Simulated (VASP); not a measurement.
# Pd (P6_3/mmc) in VASP: further runs, part 2 of 2

VASP 6.6.1.

### 3 Single point, PBE

INCAR

```
SYSTEM = Pd
PREC = Accurate ; ENCUT = 500
EDIFF = 1E-6 ; ISMEAR = -1
SIGMA = 0.2 ; LREAL = Auto
LASPH = .TRUE. ; NELM = 100
ALGO = Normal ; ISIF = 2
LWAVE = .FALSE. ; LCHARG = .FALSE.
GGA = PE ; ADDGRID = .FALSE.
```

KPOINTS

```
Automatic mesh
0
G
  20 20 11
  0 0 0
```

POSCAR

```
Pd
1.0
    2.7836650458      0.0000000000      0.0000000000
   -1.3918325229      2.4107246453      0.0000000000
    0.0000000000      0.0000000000      4.6288930000
Pd
2
Direct
    0.3690330000      0.6707680000      0.2457130000
    0.7034100000      0.3270270000      0.7475630000
```

Potentials or basis: VASP PAW PBE potentials, release 64 (Pd).

Launch:

```bash
$ cat potpaw_PBE.64/Pd/POTCAR > POTCAR
$ mpirun -np 1 vasp_std > vasp.out
```

OUTCAR:

```text
SYSTEM = Pd
   PREC = Accurate
   ENCUT = 500
   EDIFF = 1E-6
   ISMEAR = -1
   LREAL = Auto
   LASPH = .TRUE.
   NELM = 100
   ISIF = 2
   GGA = PE

 Found   2202 irreducible k-points:

 Following reciprocal coordinates:
            Coordinates               Weight
  0.000000  0.000000  0.000000      1.000000
  0.050000  0.000000  0.000000      2.000000
  0.000000  0.050000  0.000000      2.000000
 -0.050000  0.050000  0.000000      2.000000
  0.100000  0.000000  0.000000      2.000000
  0.000000  0.100000  0.000000      2.000000
   k-points           NKPTS =   2202   k-points in BZ     NKDIM =   2202   number of bands    NBANDS=     14
   number of dos      NEDOS =    301   number of ions     NIONS =      2
   total plane-waves  NPLWV =  14400
   dimension x,y,z NGX =    20 NGY =   20 NGZ =   36
   dimension x,y,z NGXF=    40 NGYF=   40 NGZF=   72
   ions per type =               2
   NGX,Y,Z   is equivalent  to a cutoff of  11.94, 11.94, 12.93 a.u.
   NGXF,Y,Z  is equivalent  to a cutoff of  23.89, 23.89, 25.86 a.u.
 SYSTEM =  Pd
   PREC   = accura    normal or accurate (medium, high low for compatibility)
   ISTART =      0    job   : 0-new  1-cont  2-samecut
   ICHARG =      2    charge: 1-file 2-atom 10-const
   ISPIN  =      1    spin polarized calculation?
   LNONCOLLINEAR =      F non collinear calculations
   LSORBIT =      F    spin-orbit coupling
   LASPH  =      T    aspherical Exc in radial PAW
   ENCUT  =  500.0 eV  36.75 Ry    6.06 a.u.   5.08  5.08  8.44*2*pi/ulx,y,z
   NELM   =    100;   NELMIN=  2; NELMDL= -5     # of ELM steps
   EDIFF  = 0.1E-05   stopping-criterion for ELM
   LREAL  =      T    real-space projection
   EDIFFG = 0.1E-04   stopping-criterion for IOM
   NSW    =      0    number of steps for IOM
   IBRION =     -1    ionic relax: 0-MD 1-quasi-New 2-CG
   NFREE  =      0    steps in history (QN), initial steepest desc. (CG)
   ISIF   =      2    stress and relaxation
   ISYM   =      2    0-nonsym 1-usesym 2-fastsym
   POTIM  = 0.5000    time-step for ionic-motion
   TEBEG  =    0.0;   TEEND  =   0.0 temperature during run
   PSTRESS=    0.0 pullay stress
   NELECT =      20.0000    total number of electrons
   NUPDOWN=      -1.0000    fix difference up-down
   EMIN   =  10.00;   EMAX   =-10.00  energy-range for DOS
   EFERMI =   0.00;   METHOD = LEGACY
   ISMEAR =    -1;   SIGMA  =   0.20  broadening in eV -4-tet -1-fermi 0-gaus
   EFERMI_NEDOS =   21; number of points for ismear=-14 and -15
   IALGO  =     38    algorithm
   IMIX   =      4    mixing-type and parameters
     AMIX     =   0.40;   BMIX     =  1.00
     AMIX_MAG =   1.60;   BMIX_MAG =  1.00
  volume/ion in A,a.u.               =      15.53       104.81
  Fermi-wavevector in a.u.,A,eV,Ry     =   1.413636  2.671385 27.189429  1.998367
  Thomas-Fermi vector in A             =   2.535261
   LORBIT       =      0    0 simple, 1 ext, 2 COOP (PROOUT), +10 PAW based schemes
   GGA     = PE    functional components
   LHFCALC =     F    Hartree Fock is set to
   AEXX    =    0.0000 exact exchange contribution
   IVDW    =     0    specifies the selected vdW correction
   LEPSILON=     F    determine dielectric tensor
   LRPA    =     F    only Hartree local field effects (RPA)
 non-spin polarized calculation
  energy-cutoff  :      500.00
  volume of cell :       31.06
 maximum number of plane-waves:       803
   NGX = 11   NGY = 11   NGZ = 17

 number of electron      19.9999998 magnetization

 Free energy of the ion-electron system (eV)
  ---------------------------------------------------
  ext. energy  EPLUGINS =         0.00000000
  ---------------------------------------------------
  free energy    TOTEN  =       -10.62627067 eV

  energy without entropy =      -10.21581095  energy(sigma->0) =      -10.42104081

 E-fermi :   9.0444     XC(G=0): -12.8643

 val. band max:        9.0440896394   @ k =  -0.2000   0.3000  -0.4545
 cond. band min:       9.0458054012   @ k =  -0.4500  -0.0500   0.3636
 fundamental gap:      0.0017157619
 Fermi energy:         9.0443986975

 k-point     1 :       0.0000    0.0000    0.0000
  band No.  band energies     occupation
      1       2.1885      2.00000
      2       4.0194      2.00000
      3       6.2207      2.00000
      4       6.4137      2.00000
      5       6.4346      2.00000
      6       6.7384      1.99998
      7       6.7651      1.99998
      8       7.3253      1.99963
      9       7.4262      1.99939
     10       8.6553      1.74990
     11       8.7502      1.62642
     12       9.9135      0.02560
     13      15.5891      0.00000
     14      26.0135      0.00000

 k-point     2 :       0.0500    0.0000    0.0000
  band No.  band energies     occupation
      1       2.2673      2.00000
      2       4.0756      2.00000
      3       6.1725      2.00000
      4       6.4585      2.00000
      5       6.4808      1.99999
      6       6.7239      1.99998
      7       6.8013      1.99997
      8       7.2804      1.99970
      9       7.3837      1.99950
     10       8.3357      1.94379
     11       8.7173      1.67390
     12      10.3753      0.00257
     13      15.5920      0.00000
     14      26.0324      0.00000

 k-point     3 :       0.0000    0.0500    0.0000
  band No.  band energies     occupation
      1       2.2673      2.00000
      2       4.0761      2.00000
      3       6.1696      2.00000
      4       6.4550      2.00000
      5       6.4848      1.99999
      6       6.7388      1.99998
      7       6.7884      1.99997
      8       7.2741      1.99971
      9       7.3900      1.99949
     10       8.3639      1.93555
     11       8.6819      1.71928
     12      10.3826      0.00248
     13      15.5919      0.00000
     14      26.0251      0.00000

 k-point     4 :      -0.0500    0.0500    0.0000
  band No.  band energies     occupation
      1       2.2671      2.00000
      2       4.0750      2.00000
      3       6.1762      2.00000
      4       6.4646      2.00000
      5       6.4740      1.99999
      6       6.7121      1.99998
      7       6.8109      1.99997
      8       7.2932      1.99969
      9       7.3703      1.99954
     10       8.3050      1.95161
     11       8.7587      1.61333
     12      10.3650      0.00271
     13      15.5922      0.00000
     14      26.0418      0.00000

 k-point     5 :       0.1000    0.0000    0.0000
  band No.  band energies     occupation
      1       2.4983      2.00000
      2       4.2334      2.00000
      3       6.0551      2.00000
      4       6.5424      1.99999
      5       6.6286      1.99999
      6       6.6820      1.99999
      7       6.9389      1.99995
      8       7.1012      1.99988
      9       7.2700      1.99972
     10       7.8164      1.99570
     11       8.7512      1.62492
     12      11.2241      0.00004
     13      15.6038      0.00000
     14      25.8757      0.00000

 k-point     6 :       0.0000    0.1000    0.0000
  band No.  band energies     occupation
      1       2.4986      2.00000
      2       4.2354      2.00000
      3       6.0481      2.00000
      4       6.5287      1.99999
      5       6.6351      1.99999
      6       6.7055      1.99998
      7       6.9276      1.99995
      8       7.0875      1.99989
      9       7.2915      1.99969
     10       7.8259      1.99549
     11       8.7222      1.66710
     12      11.2365      0.00003
     13      15.6035      0.00000
     14      25.8466      0.00000

 [... further k-points ...]
[... 5 lines left out ...]
  --------------------------------------------------------------------------------------
  -------------------------------------------------------------------------------------
  Total       -0.0830557      0.0018646     -0.2722333      0.0279606     -0.0004737      0.0042767
  in kB       -4.2838903      0.0961725    -14.0413894      1.4421647     -0.0244309      0.2205870
  external PRESSURE =      -6.0763691 kB  Pullay stress =       0.0000000 kB

 VOLUME and BASIS-vectors are now :
 -----------------------------------------------------------------------------
  energy-cutoff  :      500.00
  volume of cell :       31.06
      direct lattice vectors                 reciprocal lattice vectors
     2.783665046  0.000000000  0.000000000     0.359238624  0.207406516  0.000000000
    -1.391832523  2.410724645  0.000000000     0.000000000  0.414813032  0.000000000
     0.000000000  0.000000000  4.628893000     0.000000000  0.000000000  0.216034374

 POSITION                                       TOTAL-FORCE (eV/Angst)
 -----------------------------------------------------------------------------------
      0.09367      1.61704      1.13738         0.020252     -0.034493      0.064690
      1.50289      0.78837      3.46039        -0.020252      0.034493     -0.064690
 -----------------------------------------------------------------------------------
    total drift:                                0.000001      0.000004      0.000046

  FREE ENERGIE OF THE ION-ELECTRON SYSTEM (eV)
  ---------------------------------------------------
  free  energy   TOTEN  =       -10.6262706678 eV

  energy  without entropy=      -10.2158109469  energy(sigma->0) =      -10.42104081
```

OSZICAR:

```text
N       E                     dE             d eps       ncg     rms          rms(c)
DAV:   1     0.105747239790E+03    0.10575E+03   -0.10434E+04 61680   0.136E+03
DAV:   2    -0.955086441749E+01   -0.11530E+03   -0.10986E+03 64710   0.281E+02
DAV:   3    -0.111352165980E+02   -0.15844E+01   -0.15716E+01 74994   0.380E+01
DAV:   4    -0.111443072462E+02   -0.90906E-02   -0.90899E-02 70046   0.271E+00
DAV:   5    -0.111444449562E+02   -0.13771E-03   -0.13771E-03 75432   0.367E-01    0.968E+00
DAV:   6    -0.106481931363E+02    0.49625E+00   -0.14630E+00 63804   0.133E+01    0.480E+00
DAV:   7    -0.106316180834E+02    0.16575E-01   -0.10075E-02 71904   0.908E-01    0.244E+00
DAV:   8    -0.106262606090E+02    0.53575E-02   -0.15254E-03 65628   0.329E-01    0.747E-02
DAV:   9    -0.106262622783E+02   -0.16693E-05   -0.26245E-05 76926   0.476E-02    0.163E-02
DAV:  10    -0.106262713465E+02   -0.90682E-05   -0.46642E-06 67554   0.224E-02    0.550E-03
DAV:  11    -0.106262706678E+02    0.67871E-06   -0.11340E-07 37752   0.406E-03
   1 F= -.10626271E+02 E0= -.10421041E+02  d E =-.410460E+00
```

stdout:

```text
POSCAR found type information on POSCAR Pd
 POSCAR found :  1 types and       2 ions
 scaLAPACK will be used
 -----------------------------------------------------------------------------
|                                                                             |
|                                                                             |
|     You have a (more or less) 'small supercell' and for smaller cells       |
|     it is recommended to use the reciprocal-space projection scheme!        |
|     The real-space optimization is not efficient for small cells and it     |
|     is also less accurate ...                                               |
|     Therefore, set LREAL=.FALSE. in the INCAR file.                         |
|                                                                             |
 -----------------------------------------------------------------------------

 LDA part: xc-table for (Slater+PW92), standard interpolation
 POSCAR, INCAR and KPOINTS ok, starting setup
 FFT: planning ... GRIDC
 FFT: planning ... GRID_SOFT
 FFT: planning ... GRID
 WAVECAR not read
 entering main loop
```

Run time: 9.4 min. Hardware: 1 thread of AMD EPYC 9R45 (Zen 5), shared host; peak memory 0.58 GiB.

The run converged, but some of its settings lie outside the range that counts as converged, so its numbers aren't taken as properties of the crystal.

What came out:

```yaml
Free_energy: -10.6263 eV
Pressure: -0.6 GPa
Largest_force: 0.076 eV/Å
Band_gap_on_the_k_mesh: none (metal or under the smearing width)
```

### 4 Single point, PBE

INCAR

```
SYSTEM = Pd
PREC = Accurate ; ENCUT = 500
EDIFF = 1E-4 ; ISMEAR = -1
SIGMA = 0.2 ; LREAL = .FALSE.
LASPH = .TRUE. ; NELM = 100
ALGO = Normal ; ISIF = 2
LWAVE = .FALSE. ; LCHARG = .FALSE.
GGA = PE ; ADDGRID = .FALSE.
```

KPOINTS is that of step 3.

POSCAR

```
Pd
1.0
    2.7836650458      0.0000000000      0.0000000000
   -1.3918325229      2.4107246453      0.0000000000
    0.0000000000      0.0000000000      4.6288930000
Pd
2
Direct
    0.3333333333      0.6666666667      0.2500000000
    0.6666666667      0.3333333333      0.7500000000
```

Launch:

```bash
$ cat potpaw_PBE.64/Pd/POTCAR > POTCAR
$ mpirun -np 1 vasp_std > vasp.out
```

It took 31 s on 1 thread of AMD EPYC 9R45 (Zen 5), shared host; peak memory 0.18 GiB.

These settings aren't checked as converged: the numbers below hold their error.

Results:

```
Free energy            : -10.6262 eV
Pressure               : -0.7 GPa
Band gap on the k mesh : none (metal or under the smearing width)
```

### 5 Single point, PBE

INCAR is that of step 4.

KPOINTS is that of step 4.

POSCAR

```
Pd
1.0
    2.7836650458      0.0000000000      0.0000000000
   -1.3918325229      2.4107246453      0.0000000000
    0.0000000000      0.0000000000      4.6288930000
Pd
2
Direct
    0.3690330000      0.6707680000      0.2457130000
    0.7034100000      0.3270270000      0.7475630000
```

Launch:

```bash
$ cat potpaw_PBE.64/Pd/POTCAR > POTCAR
$ mpirun -np 1 vasp_std > vasp.out
```

It took 4.1 min on 1 thread of AMD EPYC 9R45 (Zen 5), shared host; peak memory 0.79 GiB.

The run converged, but some of its settings lie outside the range that counts as converged, so its numbers aren't taken as properties of the crystal.

Results:

| Item | Value |
| --- | --- |
| Free energy | -10.6253 eV |
| Pressure | -0.7 GPa |
| Largest force | 0.076 eV/Å |
| Band gap on the k mesh | none (metal or under the smearing width) |

### 6 Single point, PBE

INCAR

```
SYSTEM = Pd
PREC = Accurate ; ENCUT = 400
EDIFF = 1E-6 ; ISMEAR = -1
SIGMA = 0.2 ; LREAL = .FALSE.
LASPH = .TRUE. ; NELM = 100
ALGO = Normal ; ISIF = 2
LWAVE = .FALSE. ; LCHARG = .FALSE.
GGA = PE ; ADDGRID = .FALSE.
```

KPOINTS

```
Automatic mesh
0
G
  23 23 12
  0 0 0
```

POSCAR

```
Pd
1.0
    2.7836650458      0.0000000000      0.0000000000
   -1.3918325229      2.4107246453      0.0000000000
    0.0000000000      0.0000000000      4.6288930000
Pd
2
Direct
    0.3333333333      0.6666666667      0.2500000000
    0.6666666667      0.3333333333      0.7500000000
```

Potentials or basis: VASP PAW PBE potentials, release 64 (Pd).

Launch:

```bash
$ cat potpaw_PBE.64/Pd/POTCAR > POTCAR
$ mpirun -np 1 vasp_std > vasp.out
```

Wall time 38 s (1 thread of AMD EPYC 9R45 (Zen 5), shared host); peak memory 0.18 GiB.

The run converged, but some of its settings lie outside the range that counts as converged, so its numbers aren't taken as properties of the crystal.

What came out:

- Free energy: -10.6257 eV
- Pressure: -1.1 GPa
- Band gap on the k mesh: none (metal or under the smearing width)
